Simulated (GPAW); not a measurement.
Runs of GPAW 26.7.0 on SiC. It takes space group P6_3mc (No. 186, hexagonal). Conventional cell: a = 3.076 Å, b = 3.076 Å, c = 10.071 Å, α = 90.00°, β = 90.00°, γ = 120.00°. Si (site symmetry 3m) has 4 C at 1.88 to 1.89 Å as nearest neighbours. Si (site symmetry 3m) is surrounded by 4 C at 1.88 to 1.89 Å. C (site symmetry 3m) is surrounded by 4 Si at 1.88 to 1.89 Å. C (site symmetry 3m) is surrounded by 4 Si at 1.88 to 1.89 Å. The cell is a database's computed one.

```tsv
task	level	potentials or basis	cell	optimizer	fmax	max steps	band path	band points	gap on the mesh (eV)	pressure (GPa)	relaxed volume (Å³/atom)	largest force (eV/Å)
relaxation of cell and atoms	revPBE	the program's PAW data sets (release 1.2.1) made for this functional, pw	relaxed	FIRE	0.05 eV/Å	60	-	-	(b)	0.5	10.65	-
band structure	SOGGA	PAW data sets generated in the run's folder for this functional, pw	as given	-	-	-	GMKGALHA,LM,KH	100	2.11	1.4	-	-
relaxation of cell and atoms	AM05	PAW data sets generated in the run's folder for this functional, pw	relaxed	LBFGS	0.05 eV/Å	100	-	-	2.12	0.0	10.37	0.02
relaxation of cell and atoms	RPBE+D3	the program's PAW data sets (release 1.2.1) made for this functional, pw	relaxed	FIRE	0.05 eV/Å	100	-	-	2.23	0.3	10.50	-
band structure	OLYP	PAW data sets generated in the run's folder for this functional, pw	as given	-	-	-	GMKGALHA,LM,KH	60	(c)	(a)	-	0.02
```

Alike in all rows: no spin polarisation; k mesh 6 × 6 × 2; cutoff (eV) 800; smearing fermi-dirac 0.05 eV.

Question: Fill in the values left out.

Answer: (a) 3.8; (b) 2.22; (c) 2.28.

Caveats: later steps reuse the first step's grids (some runs).

A k mesh can miss the band edges.

Runs at the PBE level aren't shown here.
